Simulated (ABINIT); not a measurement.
The system is SnTe.

```
Te Sn
1.0
     0.00000    3.15085    3.15085
     3.15085    0.00000    3.15085
     3.15085    3.15085    0.00000
Te Sn
1 1
Direct
  0.50000 0.50000 0.50000
  0.00000 0.00000 0.00000
```

Base run:

```yaml
Program: ABINIT 10.8.3 (patched build)
Functional: PBEsol
Potentials_or_basis: PseudoDojo NC SR PBEsol v0.4.1 standard
Cutoff: 1088 eV
k_mesh: 7 × 7 × 7
Occupations: fermi-dirac, width 0.05 eV
Spin: no spin polarisation
```

Its results: pressure -0.3 GPa.

Q: The run is repeated on the same cell with these changes: cutoff from 1088 eV to 925 eV; k mesh from 7 × 7 × 7 to 5 × 5 × 5. What comes out?

A: Pressure -0.7 GPa.

Not every run made on this cell is shown here.
